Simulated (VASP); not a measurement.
# ZnO (I4/mmm) in VASP: a series of runs, part 2 of 2

VASP 6.6.1. Earlier steps stand in the parts before.

### Step 4. Single point, LDA

This run uses another cell than the first one, of the same volume but with other edges.

INCAR

```
SYSTEM = ZnO
  PREC = Accurate
  ENCUT = 520
  EDIFF = 1E-6
  ISMEAR = 0
  SIGMA = 0.05
  LREAL = .FALSE.
  LASPH = .TRUE.
  NELM = 60
  ALGO = Normal
  ISIF = 2
  LWAVE = .FALSE.
  LCHARG = .FALSE.
  GGA = CA
  NBANDS = 16
```

KPOINTS

```
regular mesh
0
G
  12 12 12
  0 0 0
```

POSCAR

```
ZnO
1.0
    0.0000000000      2.2902087443      1.9466774327
    2.2902087443      0.0000000000      1.9466774327
    2.2902087443      2.2902087443      0.0000000000
Zn O
1 1
Direct
    0.0000000000      0.0000000000      0.0000000000
    0.5000000000      0.5000000000      0.5000000000
```

Potentials or basis: VASP PAW LDA potentials, release 64 (Zn, O).

On the command line:

```console
> cat potpaw_LDA.64/Zn/POTCAR potpaw_LDA.64/O/POTCAR > POTCAR
> mpirun -np 1 vasp_std > vasp.out
```

OUTCAR:

```text
SYSTEM = ZnO
   PREC = Accurate
   ENCUT = 520
   EDIFF = 1E-6
   ISMEAR = 0
   LREAL = .FALSE.
   LASPH = .TRUE.
   NELM = 60
   ISIF = 2
   GGA = CA

 ion  position               nearest neighbor table
   1  0.000  0.000  0.000-   2 1.95   2 1.95   2 2.29   2 2.29   2 2.29   2 2.29
   2  0.500  0.500  0.500-   1 1.95   1 1.95   1 2.29   1 2.29   1 2.29   1 2.29

  LATTYP: Found a body centered tetragonal cell.
 ALAT       =     3.2388442669
 C/A-ratio  =     1.2020815280

  Lattice vectors:

 A1 = (   0.0000000000,  -2.2902087443,  -1.9466774327)
 A2 = (   0.0000000000,   2.2902087443,  -1.9466774327)
 A3 = (   2.2902087443,   0.0000000000,   1.9466774327)

Analysis of symmetry for initial positions (statically):
=====================================================================
 Subroutine PRICEL returns:
 Original cell was already a primitive cell.

 Routine SETGRP: Setting up the symmetry group for a
 body centered tetragonal supercell.

 Subroutine GETGRP returns: Found 16 space group operations
 (whereof 16 operations were pure point group operations)
 out of a pool of 16 trial point group operations.

The static configuration has the point symmetry D_4h.

Analysis of symmetry for dynamics (positions and initial velocities):
=====================================================================
 Subroutine PRICEL returns:
 Original cell was already a primitive cell.

 Routine SETGRP: Setting up the symmetry group for a
 body centered tetragonal supercell.

 Subroutine GETGRP returns: Found 16 space group operations
 (whereof 16 operations were pure point group operations)
 out of a pool of 16 trial point group operations.

The dynamic configuration has the point symmetry D_4h.

 Subroutine INISYM returns: Found 16 space group operations
 (whereof 16 operations are pure point group operations),
 and found     1 'primitive' translations

----------------------------------------------------------------------------------------
[... 113 lines left out ...]
     AMIX_MAG =   1.60;   BMIX_MAG =  1.00
  volume/ion in A,a.u.               =      10.21        68.90
  Fermi-wavevector in a.u.,A,eV,Ry     =   1.569667  2.966241 33.522790  2.463856
  Thomas-Fermi vector in A             =   2.671516
   LORBIT       =      0    0 simple, 1 ext, 2 COOP (PROOUT), +10 PAW based schemes
   GGA     = CA    functional components
   LHFCALC =     F    Hartree Fock is set to
   AEXX    =    0.0000 exact exchange contribution
   IVDW    =     0    specifies the selected vdW correction
   LEPSILON=     F    determine dielectric tensor
   LRPA    =     F    only Hartree local field effects (RPA)
 non-spin polarized calculation
 Gauss-broadening in eV      SIGMA  =   0.05
  energy-cutoff  :      520.00
  volume of cell :       20.42
 maximum number of plane-waves:       566
   NGX = 11   NGY = 11   NGZ = 13

 number of electron      18.0000006 magnetization

 Free energy of the ion-electron system (eV)
  ---------------------------------------------------
  ext. energy  EPLUGINS =         0.00000000
  ---------------------------------------------------
  free energy    TOTEN  =       -10.22583415 eV

  energy without entropy =      -10.22583415  energy(sigma->0) =      -10.22583415

 E-fermi :   2.7180     XC(G=0): -12.5253

 val. band max:        2.3980671979   @ k =   0.5000   0.0000   0.0000
 cond. band min:       3.0268420193   @ k =   0.0000   0.0000   0.0000
 fundamental gap:      0.6287748214
 Fermi energy:         2.7179959003

 k-point     1 :       0.0000    0.0000    0.0000
  band No.  band energies     occupation
      1     -16.0948      2.00000
      2      -2.9771      2.00000
      3      -2.9771      2.00000
      4      -2.8713      2.00000
      5      -2.7852      2.00000
      6      -2.6934      2.00000
[... 433 lines left out ...]
      3      -3.7373      2.00000
      4      -3.5879      2.00000
      5      -2.6475      2.00000
      6      -2.4862      2.00000
[... 8 lines left out ...]
     15      24.6760      0.00000
     16      25.5167      0.00000

 [... further k-points ...]

------------------------ aborting loop because EDIFF is reached ----------------------------------------

  FORCE on cell =-STRESS in cart. coord.  units (eV):
  Direction    XX          YY          ZZ          XY          YZ          ZX
  --------------------------------------------------------------------------------------
  -------------------------------------------------------------------------------------
  Total       -1.3855705     -1.3855705      0.1077676      0.0000000      0.0000000     -0.0000000
  in kB     -108.7088952   -108.7088952      8.4552142      0.0000000      0.0000000     -0.0000000
  external PRESSURE =     -69.6541921 kB  Pullay stress =       0.0000000 kB

 VOLUME and BASIS-vectors are now :
 -----------------------------------------------------------------------------
  energy-cutoff  :      520.00
  volume of cell :       20.42
      direct lattice vectors                 reciprocal lattice vectors
     0.000000000  2.290208744  1.946677433    -0.218320710  0.218320710  0.256847895
     2.290208744  0.000000000  1.946677433     0.218320710 -0.218320710  0.256847895
     2.290208744  2.290208744  0.000000000     0.218320710  0.218320710 -0.256847895

 POSITION                                       TOTAL-FORCE (eV/Angst)
 -----------------------------------------------------------------------------------
      0.00000      0.00000      0.00000         0.000000      0.000000      0.000000
      2.29021      2.29021      1.94668         0.000000      0.000000      0.000000
 -----------------------------------------------------------------------------------
    total drift:                                0.000000     -0.000000     -0.000000

  FREE ENERGIE OF THE ION-ELECTRON SYSTEM (eV)
  ---------------------------------------------------
  free  energy   TOTEN  =       -10.2258341464 eV

  energy  without entropy=      -10.2258341464  energy(sigma->0) =      -10.22583415
```

stdout:

```text
POSCAR found type information on POSCAR ZnO
 POSCAR found :  2 types and       2 ions
 scaLAPACK will be used
 LDA part: xc-table for (Slater(with rela. corr.)+CA(PZ))
 , standard interpolation
 POSCAR, INCAR and KPOINTS ok, starting setup
 FFT: planning ... GRIDC
 FFT: planning ... GRID_SOFT
 FFT: planning ... GRID
 WAVECAR not read
 entering main loop
```

Wall time 15 s (1 thread of Intel Xeon 6975P-C (Granite Rapids), shared host); peak memory 0.16 GiB.

Results:

| Quantity | Value |
| --- | --- |
| Free energy | -10.2258 eV |
| Pressure | -7.0 GPa |
| Band gap on the k mesh | 0.63 eV, indirect (least direct gap 1.98 eV) |

Stress tensor (GPa, compression positive):
```
-10.87   0.00   0.00
  0.00 -10.87   0.00
  0.00   0.00   0.85
```

Levels at points of the mesh, in eV from the valence-band top:
```csv
k point,band 5,band 6,band 7,band 8,band 9,band 10,band 11,band 12,band 13,band 14
"(0.00, 0.00, 0.00)",-5.18,-5.09,-2.37,-1.36,-1.36,0.63,16.63,16.63,17.30,17.30
"(0.50, 0.00, 0.00)",-5.02,-4.83,-3.90,-0.69,0.00,4.80,8.50,10.52,14.34,18.18
"(0.50, 0.50, 0.00)",-4.80,-4.80,-4.23,-3.39,-3.39,3.79,9.49,11.47,13.23,13.23
"(0.50, 0.00, 0.50)",-4.95,-4.76,-4.43,-3.62,-2.10,3.81,9.22,11.65,13.71,16.80
```
